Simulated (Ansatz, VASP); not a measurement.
# Al in VASP and in Ansatz

```
Al
1.0
    -1.59538    1.59538    1.59538
     1.59538   -1.59538    1.59538
     1.59538    1.59538   -1.59538
Al
1
Direct
  0.00000 0.00000 0.00000
```

Alike in both runs: task single point; functional r2SCAN; k mesh 16 × 16 × 16; occupations fermi-dirac, width 0.1 eV; no spin polarisation.

|  | VASP | Ansatz |
| --- | --- | --- |
| version | VASP 6.6.1 | Ansatz 0.2.0 |
| potentials or method | VASP PAW PBE potentials, release 64 (Al) | plane waves (500 eV) with PAW, scalar-relativistic |
| plane-wave cutoff (eV) | 520 | 500 |
| valence electrons in the cell | 3 | 3 |

|  | VASP | Ansatz | Ansatz less VASP |
| --- | --- | --- | --- |
| pressure (GPa) | -0.6 | -0.3 | +0.31 |

Caveats: the PAW data sets were made with another functional, which shifts forces and pressure a little (VASP).
